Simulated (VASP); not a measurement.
## KF (Carobbiite): relaxation of the atoms with PBE

The system is KF (Carobbiite).

```
K F
1.0
     0.00000    2.71067    2.71067
     2.71067    0.00000    2.71067
     2.71067    2.71067    0.00000
K F
1 1
Direct
  0.00000 0.00000 0.00000
  0.50000 0.50000 0.50000
```

```json
{"Program": "VASP 6.6.1", "Task": "relaxation of the atoms", "Functional": "PBE", "Potentials or basis": "VASP PAW PBE potentials, release 64 (K_sv, F)", "Cutoff": "600 eV", "k mesh": "10 × 10 × 10", "Occupations": "gaussian, width 0.03 eV", "Spin": "no spin polarisation", "Further INCAR settings": "ALGO = Normal; EDIFF = 1e-07; IBRION = 2; EDIFFG = -0.01; NSW = 40"}
```

| Property | Result |
| --- | --- |
| Pressure after relaxing | 0.0 GPa |
| Band gap on the k mesh | 5.95 eV, direct |

Final structure:
```yaml
crystal:
  lattice:
    - [0.00000, 2.71067, 2.71067]
    - [2.71067, 0.00000, 2.71067]
    - [2.71067, 2.71067, 0.00000]
  atoms:
    - { symbol: K, position: [0.00000, 0.00000, 0.00000] }
    - { symbol: F, position: [0.50000, 0.50000, 0.50000] }
```

Levels at points of the mesh, in eV from the valence-band top:
```
           k point  band 6  band 7  band 8  band 9  band 10  band 11
(0.00, 0.00, 0.00)    0.00    0.00    0.00    5.95    10.56    10.56
(0.50, 0.00, 0.00)   -0.75   -0.31   -0.31    8.89    10.29    11.87
(0.50, 0.50, 0.00)   -0.23   -0.07   -0.07    8.16    10.07    11.47
```

Wall time 18 s on 1 thread of Intel(R) Xeon(R) Platinum 8488C (Sapphire Rapids), with other jobs on the host, peak memory 0.18 GiB.

Caveat: the relaxation stopped at its first step, so nothing moved. As with any semilocal functional, this PBE gap is likely too small.
